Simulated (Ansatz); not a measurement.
Energy ranking of AlRu structures

The calculation used DFT r2SCAN, scalar-relativistic, plane waves, PAW in Ansatz. Settings: cutoff 500 eV, Γ-centred meshes no coarser than 0.19 Å⁻¹ for metals and 0.3 Å⁻¹ for insulators (2π included), Gaussian smearing.

All energies are static (0 K, no zero-point motion). The comparison covers the computed candidates alone. The k mesh leaves about 4 meV/atom of noise in metals. No run is spin-polarised.

| # | started from | space group | atoms | V (Å³/atom) | ΔE (meV/atom) | gap on mesh (eV) |
| --- | --- | --- | --- | --- | --- | --- |
| 1 | database cell | Pm-3m (No. 221) | 2 | 13.3 | 0 | 0.00 |
| 2 | nickel arsenide type, changed | P6_3/mmc (No. 194) | 4 | 13.9 | 315 | 0.00 |

The lowest structure: Space group Pm-3m (No. 221), cubic, a = 2.982 Å. Al is coordinated by 8 Ru at 2.58 Å and 6 Al at 2.98 Å; Ru is coordinated by 8 Al at 2.58 Å and 6 Ru at 2.98 Å. Its energy against the elements is -0.71 eV/atom. The zero of energy is the lowest elemental structures computed at the same level; no fitted shifts are applied.

Space group Pm-3m (No. 221). a = 2.982 Å, b = 2.982 Å, c = 2.982 Å, α = 90.00°, β = 90.00°, γ = 90.00°
```json
{"atom": "Al", "site": "1a", "symmetry": "m-3m", "x": "0.0000", "y": "0.0000", "z": "0.0000"}
{"atom": "Ru", "site": "1b", "symmetry": "m-3m", "x": "0.5000", "y": "0.5000", "z": "0.5000"}
```

The second: Space group P6_3/mmc (No. 194), hexagonal, a = 2.857 Å, c = 7.847 Å. Al has 6 Ru at 2.56 Å and 6 Al at 2.86 Å; Ru is coordinated by 6 Al at 2.56 Å and 6 Ru at 2.86 Å.